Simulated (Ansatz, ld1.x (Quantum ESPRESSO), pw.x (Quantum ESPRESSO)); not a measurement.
From atom to crystal: ultrasoft potential for hydrogen (H)

hydrogen (H), ultrasoft, made with ld1.x (Quantum ESPRESSO) 7.5 (PBE, scalar-relativistic). Core none, reference 1s1. Waves: 1s (bound): rcut 1.10, rcutus 1.20 bohr; 1s channel at 2.25 Ry: rcut 1.10, rcutus 1.20 bohr; 2p channel at 0.35 Ry: rcut 1.05, rcutus 1.15 bohr. Local part: all-electron potential smoothed inside 0.95 bohr (lloc = -1). Core correction: none. Augmentation charge: built from norm-conserving waves at rcut, not smoothed further.

Atomic tests: cutoffs needed: 15 Ry and 25 Ry (the cutoffs (Ry, on a coarse ladder) from which the occupation-weighted sum of valence levels, in a spherical-Bessel basis at the reference potential, stays within 10 and 1 mRy of its value at 400 Ry); ghost test: no extra level below or beside the all-electron valence levels (s, p, d, f tested) (spherical-Bessel basis up to 400 Ry, 20 bohr box); lowest eigenvalue of the overlap operator: 0.88 (p channel).

Crystal test: fcc H in pw.x 7.5, no spin, 18³ k-points, Fermi–Dirac smearing 0.01 Ry, cutoffs 40/600 Ry. The reference is all-electron LAPW (Ansatz 0.2.0) with the same functional, mesh and smearing; V0 and B0 come from Birch–Murnaghan fits to the pressures at five volumes. Errors are pseudo minus all-electron; Δ is the rms difference of the E(V) curves that follow from these fits, minima aligned, over ±6 % about the mean V0. Mesh and smearing are coarse, so the numbers serve the comparison and aren't converged zero-temperature values; the lattice is a test structure that the element need not adopt.

All-electron: a0 = 2.282 Å (V0 = 2.97 Å³/atom), B0 = 107.9 GPa.

**Question.** How far does the potential miss the all-electron equation of state?

**Answer.** mean pressure error (GPa): +0.27; a0 (Å): 2.284; a0 error (%): +0.08; B0 error (%): -0.0; Δ (meV/atom): 0.2.

| V (Å³/atom) | P all-electron (GPa) | P pseudo (GPa) |
| --- | --- | --- |
| 2.826 | 5.78 | 6.09 |
| 2.901 | 2.63 | 2.92 |
| 2.975 | -0.20 | 0.07 |
| 3.049 | -2.74 | -2.49 |
| 3.124 | -5.03 | -4.80 |

**Question.** At the middle volume, how do free energy and pressure move when the wave cutoff is lowered (ecutrho held at 600 Ry)?

**Answer.**

```tsv
cutoff (Ry)	shift of F (meV/atom)	shift of P (GPa)
18	+68.3	-8.05
24	+18.8	-2.96
32	+1.8	-0.34
```

The run at the middle volume (195 k-points, 3 iterations) took about 1.2 s on one core of a shared host (Neoverse-V1, 32 threads, 247 GiB, load 25).
